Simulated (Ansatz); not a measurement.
Ta2Si: pressure against volume

Ta2Si, I4/mcm, a = 6.168 Å, c = 5.049 Å. The structure is a Materials Project entry; whether it is the stable form wasn't checked. Ansatz: r2SCAN, PAW, 500 eV, Γ-centred 10×10×10 mesh on 6 atoms, Gaussian smearing 0.10 eV; no spin polarisation. Shape and atoms are relaxed at each volume; pressure is positive in compression.

```tsv
V (Å³/atom)	P (GPa)
15.049	16.00
15.529	7.39
16.010	0.00
16.490	-6.37
16.970	?
```

Q: Take V0 = 16.010 Å³/atom, fit the third-order Birch–Murnaghan form to the other rows, and predict the missing pressure.

A: With the Eulerian strain f = ½[(V0/V)^(2/3) − 1] and y = P/[3f(1 + 2f)^(5/2)], the form is the line y = B0 + 1.5 B0 (B0′ − 4) f. Rows (f, y): 0.02107, 228.3; 0.01027, 228.0; -0.00975, 228.8. Means f = 0.007197, y = 228.37; Σ(Δf)² = 0.0004891, ΣΔfΔy = -0.009395; the slope is their ratio. y = 228.5 − 19.21 f GPa, so B0 = 228.5 GPa and B0′ = 4 + 2 × (-19.21)/(3 × 228.5) = 3.94. At V = 16.970, f = -0.01904, y = 228.87 and P = -11.86 GPa. The run gave -11.84 GPa, so the fit is 0.02 GPa too low, within twice the rms miss on the fitted rows (0.01 GPa). The form still works here, 33 % of the fitted range beyond its end.

Spin–orbit coupling is left out, which can shift energies with elements as heavy as these.